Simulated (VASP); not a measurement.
# GaH6 (Im-3m) in VASP: notebook

One crystal, GaH6, is run at these levels: PBE; tasks: single point, relaxation of cell and atoms.

Program: VASP 6.6.1. These are calculated values, not measurements. Logs are shortened: lines on timing, memory, paths and dates and some standing lists are left out, and cuts for length are marked.

## (1) The cell of the first run

The structure is cubic, space group Im-3m (No. 229). Conventional cell: a = 4.242 Å, b = 4.242 Å, c = 4.242 Å, α = 90.00°, β = 90.00°, γ = 90.00°. Ga (site symmetry m-3m) has 24 H at 2.37 Å as nearest neighbours. H (site symmetry -4m2) has 4 H at 1.50 Å as nearest neighbours.

The cell was built by a generator and needn't be a form met in nature.

## (2) Single point, PBE (random cell by space group and Wyckoff sites (Im-3m, No. 229))

The input, INCAR:

```
ALGO = Fast
EDIFF = 1E-7
ENCUT = 520
GGA = PE
ISIF = 2
ISMEAR = 0
LASPH = T
LCHARG = F
LREAL = F
LWAVE = F
NBANDS = 18
NELM = 100
PREC = Accurate
SIGMA = 0.1
```

The input, KPOINTS:

```
k-points
0
Gamma
  6 6 6
```

The input, POSCAR:

```
GaH6
1.0
   -2.1211232192      2.1211232192      2.1211232192
    2.1211232192     -2.1211232192      2.1211232192
    2.1211232192      2.1211232192     -2.1211232192
Ga H
1 6
Direct
    0.0000000000      0.0000000000      0.0000000000
    0.5000000000      0.2500000000      0.7500000000
    0.5000000000      0.7500000000      0.2500000000
    0.7500000000      0.5000000000      0.2500000000
    0.2500000000      0.5000000000      0.7500000000
    0.2500000000      0.7500000000      0.5000000000
    0.7500000000      0.2500000000      0.5000000000
```

Potentials or basis: VASP PAW PBE potentials, release 64 (Ga_d, H).

The run is started by

```
$ cat potpaw_PBE.64/Ga_d/POTCAR potpaw_PBE.64/H/POTCAR > POTCAR
$ mpirun -np 1 vasp_std > vasp.out
```

OUTCAR:

```text
EDIFF = 1E-7
   ENCUT = 520
   GGA = PE
   ISIF = 2
   ISMEAR = 0
   LASPH = T
   LREAL = F
   NELM = 100
   PREC = Accurate

 ion  position               nearest neighbor table
   1  0.000  0.000  0.000-
   2  0.500  0.250  0.750-
   3  0.500  0.750  0.250-
   4  0.750  0.500  0.250-
   5  0.250  0.500  0.750-
   6  0.250  0.750  0.500-
   7  0.750  0.250  0.500-

  LATTYP: Found a body centered cubic cell.
 ALAT       =     4.2422464384

  Lattice vectors:

 A1 = (  -2.1211232192,   2.1211232192,   2.1211232192)
 A2 = (   2.1211232192,  -2.1211232192,   2.1211232192)
 A3 = (   2.1211232192,   2.1211232192,  -2.1211232192)

Analysis of symmetry for initial positions (statically):
=====================================================================
 Subroutine PRICEL returns:
 Original cell was already a primitive cell.

 Routine SETGRP: Setting up the symmetry group for a
 body centered cubic supercell.

 Subroutine GETGRP returns: Found 48 space group operations
 (whereof 48 operations were pure point group operations)
 out of a pool of 48 trial point group operations.

The static configuration has the point symmetry O_h .

Analysis of symmetry for dynamics (positions and initial velocities):
=====================================================================
 Subroutine PRICEL returns:
 Original cell was already a primitive cell.

 Routine SETGRP: Setting up the symmetry group for a
 body centered cubic supercell.

 Subroutine GETGRP returns: Found 48 space group operations
 (whereof 48 operations were pure point group operations)
 out of a pool of 48 trial point group operations.

The dynamic configuration has the point symmetry O_h .

 Subroutine INISYM returns: Found 48 space group operations
 (whereof 48 operations are pure point group operations),
 and found     1 'primitive' translations

----------------------------------------------------------------------------------------

                                     Primitive cell

  volume of cell :      38.1731

  direct lattice vectors                    reciprocal lattice vectors
    -2.121123219  2.121123219  2.121123219     0.000000000  0.235724165  0.235724165
     2.121123219 -2.121123219  2.121123219     0.235724165  0.000000000  0.235724165
     2.121123219  2.121123219 -2.121123219     0.235724165  0.235724165  0.000000000

  length of vectors
     3.673893185  3.673893185  3.673893185     0.333364311  0.333364311  0.333364311

  position of ions in fractional coordinates (direct lattice)
     0.000000000  0.000000000  0.000000000
     0.500000000  0.250000000  0.750000000
     0.500000000  0.750000000  0.250000000
     0.750000000  0.500000000  0.250000000
     0.250000000  0.500000000  0.750000000
     0.250000000  0.750000000  0.500000000
     0.750000000  0.250000000  0.500000000

  ion indices of the primitive-cell ions
   primitive index   ion index
                 1           1
                 2           2
                 3           3
                 4           4
                 5           5
                 6           6
                 7           7

----------------------------------------------------------------------------------------

 KPOINTS: k-points

Automatic generation of k-mesh.
 Grid dimensions read from file:
 generate k-points for:    6    6    6

 Generating k-lattice:

  Cartesian coordinates                     Fractional coordinates (reciprocal lattice)
     0.000000000  0.039287361  0.039287361     0.166666667  0.000000000  0.000000000
     0.039287361  0.000000000  0.039287361     0.000000000  0.166666667  0.000000000
     0.039287361  0.039287361  0.000000000     0.000000000  0.000000000  0.166666667

  Length of vectors
     0.055560719  0.055560719  0.055560719

  Shift w.r.t. Gamma in fractional coordinates (k-lattice)
     0.000000000  0.000000000  0.000000000

 Subroutine IBZKPT returns following result:
 ===========================================

 Found     16 irreducible k-points:

 Following reciprocal coordinates:
            Coordinates               Weight
  0.000000  0.000000  0.000000      1.000000
  0.166667  0.000000  0.000000     12.000000
  0.333333  0.000000  0.000000     12.000000
  0.500000  0.000000  0.000000      6.000000
  0.166667  0.166667  0.000000     24.000000
  0.333333  0.166667  0.000000     48.000000
[... 8 lines left out ...]
  0.500000  0.500000  0.333333     12.000000
  0.500000  0.500000  0.500000      1.000000
   k-points           NKPTS =     16   k-points in BZ     NKDIM =     16   number of bands    NBANDS=     18
   number of dos      NEDOS =    301   number of ions     NIONS =      7
   total plane-waves  NPLWV =  21952
   dimension x,y,z NGX =    28 NGY =   28 NGZ =   28
   dimension x,y,z NGXF=    56 NGYF=   56 NGZF=   56
   ions per type =               1   6
   NGX,Y,Z   is equivalent  to a cutoff of  12.67, 12.67, 12.67 a.u.
   NGXF,Y,Z  is equivalent  to a cutoff of  25.34, 25.34, 25.34 a.u.
 SYSTEM =  unknown system
   PREC   = accura    normal or accurate (medium, high low for compatibility)
   ISTART =      0    job   : 0-new  1-cont  2-samecut
   ICHARG =      2    charge: 1-file 2-atom 10-const
   ISPIN  =      1    spin polarized calculation?
   LNONCOLLINEAR =      F non collinear calculations
   LSORBIT =      F    spin-orbit coupling
   LASPH  =      T    aspherical Exc in radial PAW
   ENCUT  =  520.0 eV  38.22 Ry    6.18 a.u.   6.83  6.83  6.83*2*pi/ulx,y,z
   NELM   =    100;   NELMIN=  2; NELMDL= -5     # of ELM steps
   EDIFF  = 0.1E-06   stopping-criterion for ELM
   LREAL  =      F    real-space projection
   EDIFFG = 0.1E-05   stopping-criterion for IOM
   NSW    =      0    number of steps for IOM
   IBRION =     -1    ionic relax: 0-MD 1-quasi-New 2-CG
   NFREE  =      0    steps in history (QN), initial steepest desc. (CG)
   ISIF   =      2    stress and relaxation
   ISYM   =      2    0-nonsym 1-usesym 2-fastsym
   POTIM  = 0.5000    time-step for ionic-motion
   TEBEG  =    0.0;   TEEND  =   0.0 temperature during run
   PSTRESS=    0.0 pullay stress
   NELECT =      19.0000    total number of electrons
   NUPDOWN=      -1.0000    fix difference up-down
   EMIN   =  10.00;   EMAX   =-10.00  energy-range for DOS
   EFERMI =   0.00;   METHOD = LEGACY
   ISMEAR =     0;   SIGMA  =   0.10  broadening in eV -4-tet -1-fermi 0-gaus
   EFERMI_NEDOS =   21; number of points for ismear=-14 and -15
   IALGO  =     68    algorithm
   IMIX   =      4    mixing-type and parameters
     AMIX     =   0.40;   BMIX     =  1.00
     AMIX_MAG =   1.60;   BMIX_MAG =  1.00
  volume/ion in A,a.u.               =       5.45        36.80
  Fermi-wavevector in a.u.,A,eV,Ry     =   1.297399  2.451728 22.901918  1.683243
  Thomas-Fermi vector in A             =   2.428794
   LORBIT       =      0    0 simple, 1 ext, 2 COOP (PROOUT), +10 PAW based schemes
   GGA     = PE    functional components
   LHFCALC =     F    Hartree Fock is set to
   AEXX    =    0.0000 exact exchange contribution
   IVDW    =     0    specifies the selected vdW correction
   LEPSILON=     F    determine dielectric tensor
   LRPA    =     F    only Hartree local field effects (RPA)
 non-spin polarized calculation
 RMM-DIIS sequential band-by-band and
 Gauss-broadening in eV      SIGMA  =   0.10
  energy-cutoff  :      520.00
  volume of cell :       38.17
 maximum number of plane-waves:      1055
   NGX = 13   NGY = 13   NGZ = 13

 number of electron      19.0000012 magnetization

 Free energy of the ion-electron system (eV)
  ---------------------------------------------------
  ext. energy  EPLUGINS =         0.00000000
  ---------------------------------------------------
  free energy    TOTEN  =       -16.92451967 eV

  energy without entropy =      -16.91981744  energy(sigma->0) =      -16.92216855

 E-fermi :   3.6726     XC(G=0): -10.8739

 val. band max:        3.2524927875   @ k =   0.0000   0.0000   0.0000
 cond. band min:       3.7515244323   @ k =   0.1667   0.1667   0.0000
 fundamental gap:      0.4990316448
 Fermi energy:         3.6726312413

 k-point     1 :       0.0000    0.0000    0.0000
  band No.  band energies     occupation
      1     -10.9125      2.00000
      2     -10.9125      2.00000
      3     -10.9125      2.00000
      4     -10.8885      2.00000
      5     -10.8885      2.00000
      6      -9.7133      2.00000
[... 10 lines left out ...]
     17      11.7579      0.00000
     18      11.7579      0.00000

 k-point     2 :       0.1667    0.0000    0.0000
  band No.  band energies     occupation
      1     -10.9200      2.00000
      2     -10.9181      2.00000
      3     -10.8973      2.00000
      4     -10.8926      2.00000
      5     -10.8879      2.00000
      6      -9.2655      2.00000
[... 10 lines left out ...]
     17      13.8710      0.00000
     18      14.6852      0.00000

 k-point     3 :       0.3333    0.0000    0.0000
  band No.  band energies     occupation
      1     -10.9519      2.00000
      2     -10.9352      2.00000
      3     -10.8860      2.00000
      4     -10.8860      2.00000
      5     -10.8664      2.00000
      6      -7.9293      2.00000
[... 10 lines left out ...]
     17      16.4620      0.00000
     18      17.2686      0.00000

 k-point     4 :       0.5000    0.0000    0.0000
  band No.  band energies     occupation
      1     -10.9720      2.00000
      2     -10.9429      2.00000
      3     -10.8848      2.00000
      4     -10.8814      2.00000
      5     -10.8508      2.00000
      6      -6.1858      2.00000
[... 10 lines left out ...]
     17      19.1371      0.00000
     18      19.3665      0.00000

 k-point     5 :       0.1667    0.1667    0.0000
  band No.  band energies     occupation
      1     -10.9312      2.00000
      2     -10.9291      2.00000
      3     -10.8933      2.00000
      4     -10.8918      2.00000
      5     -10.8781      2.00000
      6      -8.3690      2.00000
[... 10 lines left out ...]
     17      16.6028      0.00000
     18      16.9717      0.00000

 k-point     6 :       0.3333    0.1667    0.0000
  band No.  band energies     occupation
      1     -10.9534      2.00000
      2     -10.9374      2.00000
      3     -10.8953      2.00000
      4     -10.8842      2.00000
      5     -10.8643      2.00000
      6      -6.6316      2.00000
[... 10 lines left out ...]
     17      17.4035      0.00000
     18      19.3216      0.00000

 k-point     7 :       0.3333    0.3333    0.0000
  band No.  band energies     occupation
      1     -10.9414      2.00000
      2     -10.9242      2.00000
      3     -10.9242      2.00000
      4     -10.8757      2.00000
      5     -10.8757      2.00000
      6      -4.7972      2.00000
[... 10 lines left out ...]
     17      19.5378      0.00000
     18      19.5453      0.00000

 k-point     8 :       0.1667    0.1667    0.1667
  band No.  band energies     occupation
      1     -10.9370      2.00000
      2     -10.9370      2.00000
      3     -10.8852      2.00000
      4     -10.8851      2.00000
      5     -10.8851      2.00000
      6      -7.0455      2.00000
[... 10 lines left out ...]
     17      15.8694      0.00000
     18      18.8255      0.00000
[... 61 lines left out ...]
     17      17.7685      0.00000
     18      20.0953      0.00000

 k-point    12 :       0.5000    0.5000    0.1667
  band No.  band energies     occupation
      1     -10.9672      2.00000
      2     -10.9221      2.00000
      3     -10.9202      2.00000
      4     -10.8862      2.00000
      5     -10.8525      2.00000
      6      -5.7186      2.00000
[... 10 lines left out ...]
     17      19.0182      0.00000
     18      20.4188      0.00000

 k-point    13 :      -0.3333    0.5000    0.1667
  band No.  band energies     occupation
      1     -10.9594      2.00000
      2     -10.9447      2.00000
      3     -10.9131      2.00000
      4     -10.8782      2.00000
      5     -10.8609      2.00000
      6      -5.7635      2.00000
[... 10 lines left out ...]
     17      19.8824      0.00000
     18      21.5369      0.00000

 k-point    14 :      -0.3333    0.3333    0.3333
  band No.  band energies     occupation
      1     -10.9732      2.00000
      2     -10.9581      2.00000
      3     -10.8814      2.00000
      4     -10.8814      2.00000
      5     -10.8708      2.00000
      6      -6.1517      2.00000
[... 10 lines left out ...]
     17      21.0816      0.00000
     18      22.2376      0.00000

 k-point    15 :       0.5000    0.5000    0.3333
  band No.  band energies     occupation
      1     -10.9888      2.00000
      2     -10.9815      2.00000
      3     -10.8794      2.00000
      4     -10.8708      2.00000
      5     -10.8558      2.00000
      6      -4.4228      2.00000
[... 10 lines left out ...]
     17      18.9971      0.00000
     18      19.2570      0.00000

 k-point    16 :       0.5000    0.5000    0.5000
  band No.  band energies     occupation
      1     -11.0082      2.00000
      2     -11.0082      2.00000
      3     -10.8574      2.00000
      4     -10.8574      2.00000
      5     -10.8574      2.00000
      6      -3.1361      2.00000
[... 10 lines left out ...]
     17      18.8319      0.00000
     18      18.8320      0.00000

------------------------ aborting loop because EDIFF is reached ----------------------------------------

  FORCE on cell =-STRESS in cart. coord.  units (eV):
  Direction    XX          YY          ZZ          XY          YZ          ZX
  --------------------------------------------------------------------------------------
  -------------------------------------------------------------------------------------
  Total       -0.0293405     -0.0293405     -0.0293405      0.0000000     -0.0000000      0.0000000
  in kB       -1.2314618     -1.2314618     -1.2314618      0.0000000     -0.0000000      0.0000000
  external PRESSURE =      -1.2314618 kB  Pullay stress =       0.0000000 kB

 VOLUME and BASIS-vectors are now :
 -----------------------------------------------------------------------------
  energy-cutoff  :      520.00
  volume of cell :       38.17
      direct lattice vectors                 reciprocal lattice vectors
    -2.121123219  2.121123219  2.121123219     0.000000000  0.235724165  0.235724165
     2.121123219 -2.121123219  2.121123219     0.235724165  0.000000000  0.235724165
     2.121123219  2.121123219 -2.121123219     0.235724165  0.235724165  0.000000000

 POSITION                                       TOTAL-FORCE (eV/Angst)
 -----------------------------------------------------------------------------------
      0.00000      0.00000      0.00000         0.000000      0.000000      0.000000
      1.06056      2.12112      0.00000         0.000000      0.000000      0.000000
      1.06056     -0.00000      2.12112        -0.000000      0.000000     -0.000000
     -0.00000      1.06056      2.12112         0.000000     -0.000000     -0.000000
      2.12112      1.06056      0.00000         0.000000      0.000000      0.000000
      2.12112     -0.00000      1.06056         0.000000      0.000000     -0.000000
     -0.00000      2.12112      1.06056        -0.000000     -0.000000      0.000000
 -----------------------------------------------------------------------------------
    total drift:                               -0.000000     -0.000000      0.000000

  FREE ENERGIE OF THE ION-ELECTRON SYSTEM (eV)
  ---------------------------------------------------
  free  energy   TOTEN  =       -16.9245196656 eV

  energy  without entropy=      -16.9198174378  energy(sigma->0) =      -16.92216855
```

Run time: 11 s. Hardware: 1 thread of Intel Xeon Platinum 8559C (Emerald Rapids), shared host; peak memory 0.15 GiB.

What came out:

```
Free energy            : -16.9245 eV
Pressure               : -0.1 GPa
Band gap on the k mesh : none (metal or under the smearing width)
```

## (3) Relaxation of cell and atoms, PBE (random cell by space group and Wyckoff sites (Im-3m, No. 229))

The input, INCAR:

```
SYSTEM = GaH6
ALGO     = Fast           ! electronic algorithm
EDIFF    = 1E-6           ! SCF threshold, eV
EDIFFG   = -0.04          ! ionic threshold
ENCUT    = 600            ! plane-wave cutoff, eV
GGA      = PE             ! functional
IBRION   = 2              ! ionic algorithm
ISIF     = 3              ! what is computed and relaxed
ISMEAR   = 0              ! smearing method
LASPH    = .True.         ! aspherical terms in the spheres
LCHARG   = .False.        ! write CHGCAR
LREAL    = .False.        ! projectors in reciprocal space
LWAVE    = .False.        ! write WAVECAR
NELM     = 100            ! most SCF steps
NSW      = 90             ! ionic steps
PREC     = Accurate       ! precision mode
SIGMA    = 0.1            ! smearing width, eV
```

The input, KPOINTS:

```
k-points
0
Gamma
  6 6 6
  0 0 0
```

POSCAR: that of step 2 with these lines changed.

```diff
@@ -2,5 +2,5 @@
 1.0
-   -2.1211232192      2.1211232192      2.1211232192
-    2.1211232192     -2.1211232192      2.1211232192
-    2.1211232192      2.1211232192     -2.1211232192
+   -2.1098716929      2.1098716929      2.1098716929
+    2.1098716929     -2.1098716929      2.1098716929
+    2.1098716929      2.1098716929     -2.1098716929
 Ga H
```

Potentials or basis: VASP PAW PBE potentials, release 64 (Ga_d, H).

The run is started by

```
$ cat potpaw_PBE.64/Ga_d/POTCAR potpaw_PBE.64/H/POTCAR > POTCAR
$ mpirun -np 1 vasp_std > vasp.out
```

It took 9.6 s on 1 thread of Intel Xeon Platinum 8559C (Emerald Rapids), shared host; peak memory 0.16 GiB.

It converged, with:

| Quantity | Value |
| --- | --- |
| Free energy | -16.9223 eV |
| Pressure after relaxing | 1.1 GPa |
| Band gap on the k mesh | none (metal or under the smearing width) |

Final structure:
```
Ga H
1.0
    -2.10987    2.10987    2.10987
     2.10987   -2.10987    2.10987
     2.10987    2.10987   -2.10987
Ga H
1 6
Direct
  0.00000 0.00000 0.00000
  0.50000 0.25000 0.75000
  0.50000 0.75000 0.25000
  0.75000 0.50000 0.25000
  0.25000 0.50000 0.75000
  0.25000 0.75000 0.50000
  0.75000 0.25000 0.50000
```

Levels at points of the mesh, in eV from the Fermi level:
| k point | band 6 | band 7 | band 8 | band 9 | band 10 | band 11 | band 12 | band 13 |
| --- | --- | --- | --- | --- | --- | --- | --- | --- |
| (0.00, 0.00, 0.00) | -13.55 | -0.42 | -0.42 | -0.42 | 1.80 | 1.80 | 2.43 | 4.72 |
| (0.50, 0.00, 0.00) | -9.98 | -8.85 | -2.55 | -1.61 | -1.45 | 1.66 | 4.85 | 6.26 |
| (0.50, 0.50, 0.50) | -6.88 | -6.88 | -4.35 | -4.35 | -4.35 | -3.64 | 7.68 | 7.68 |

Caveat: the relaxation stopped at its first step, so nothing moved.
